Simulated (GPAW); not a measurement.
**PbO2 in GPAW: convergence with density grid spacing (A)**

Input of the first run (density grid spacing (A) 0.2); the others differ in this setting and in those tied to it:

run.py

```python
from ase import Atoms
from ase.dft.bandgap import bandgap
from ase.io import write
from ase.units import GPa
from gpaw import GPAW, PW

atoms = Atoms(['Pb', 'O', 'O'],
              cell=[[0.0, 2.701992, 2.701992],
                    [2.701992, 0.0, 2.701992],
                    [2.701992, 2.701992, 0.0]],
              scaled_positions=[[0.0, 0.0, 0.0],
                                [0.75, 0.75, 0.75],
                                [0.25, 0.25, 0.25]],
              pbc=True)

calc = GPAW(mode=PW(800),
            h=0.2,
            xc='PBE',
            kpts={'size': (7, 7, 7), 'gamma': True},
            occupations={'name': 'fermi-dirac', 'width': 0.05},
            nbands=24,
            convergence={'density': 1e-05, 'energy': 1e-05},
            maxiter=100,
            txt='gpaw.txt')
atoms.calc = calc
energy = atoms.get_potential_energy()
forces = atoms.get_forces()
stress = atoms.get_stress()
calc.write('gs.gpw')
write('result.traj', atoms)
print(f'Energy: {energy:.6f} eV')
print('Forces (eV/A):')
print(forces.round(4))
print('Stress (GPa):', (stress / GPa).round(3))
print('Fermi level:', round(calc.get_fermi_level(), 4), 'eV')
print(f'Gap: {bandgap(calc)[0]:.4f} eV, direct: {bandgap(calc, direct=True)[0]:.4f} eV')
```

Potentials or basis: GPAW PAW data sets (gpaw-data 1.2.1), pw.

Launch:

```console
$ OMP_NUM_THREADS=1 python run.py
```

The cell comes from a database or a generator and needn't be the stable form of this composition.

Hardware: 1 thread of Arm Neoverse V2, with other jobs on the host.

Q: The values tried are 0.24, 0.2, 0.17, 0.15, 0.13, 0.11, 0.09, loosest first. From which on does the energy stay within 1 meV/atom of the tightest run that finished?

A: From 0.17 on.

| density grid spacing (A) | energy less the tightest run, at zero smearing (meV/atom) | pressure (GPa) | SCF cycles | CPU time (s) | peak memory (GiB) |
| --- | --- | --- | --- | --- | --- |
| 0.24 | refused | - | - | - | - |
| 0.2 | -7.70 | -1.05 | 10 | 11 | 0.16 |
| 0.17 | -0.45 | -1.28 | 10 | 16 | 0.16 |
| 0.15 | -0.10 | -1.31 | 10 | 21 | 0.17 |
| 0.13 | -0.06 | -1.31 | 10 | 27 | 0.19 |
| 0.11 | -0.03 | -1.31 | 10 | 40 | 0.22 |
| 0.09 | 0.00 | -1.31 | 10 | 78 | 0.33 |

Against the tightest run, the pressure stays within 0.1 GPa from 0.17 on. The tightest run that finished is the yardstick and may itself not be fully converged.

Spin-orbit coupling is left out, which matters for the levels of Pb.
